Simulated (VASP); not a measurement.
Here is a VASP 6.6.1 calculation.

File INCAR:

```
  PREC = Accurate
  ENCUT = 600
  EDIFF = 1E-6
  ISMEAR = 0
  SIGMA = 0.03
  LREAL = F
  LASPH = T
  NELM = 80
  ALGO = Normal
  ISIF = 3
  LWAVE = F
  LCHARG = F
  GGA = PS
  IBRION = 2
  NSW = 90
  EDIFFG = -0.01
  KPAR = 4
```

File KPOINTS:

```
Automatic mesh
0
Gamma
  10 10 10
```

Contents of POSCAR:

```
Sn
1.0
    0.0000000000      3.2333428000      3.2333428000
    3.2333428000      0.0000000000      3.2333428000
    3.2333428000      3.2333428000      0.0000000000
Sn
2
Direct
    0.0000000000      0.0000000000      0.0000000000
    0.2500000000      0.2500000000      0.2500000000
```

Potentials or basis: VASP PAW PBE potentials, release 64 (Sn_d).

Command:

```console
$ cat potpaw_PBE.64/Sn_d/POTCAR > POTCAR
$ mpirun -np 4 vasp_std > vasp.out
```

Q: Predict the relaxed volume.

A: 34.92 Å³/atom.

Q: Estimate the space group after relaxing (to 0.05 Å).

A: Fd-3m (No. 227).

The path:
```
step  energy change (eV)  largest force (eV/Å)  pressure (GPa)  volume (Å³)
   1              0.0000                0.0000            1.47        67.61
   2             -0.0086                0.0000           -0.46        70.69
   3             -0.0099                0.0000            0.00        69.84
```

Caveat: the PAW data sets were made with another functional, which shifts forces and pressure a little. Zero-point motion and thermal expansion aren't in these numbers.
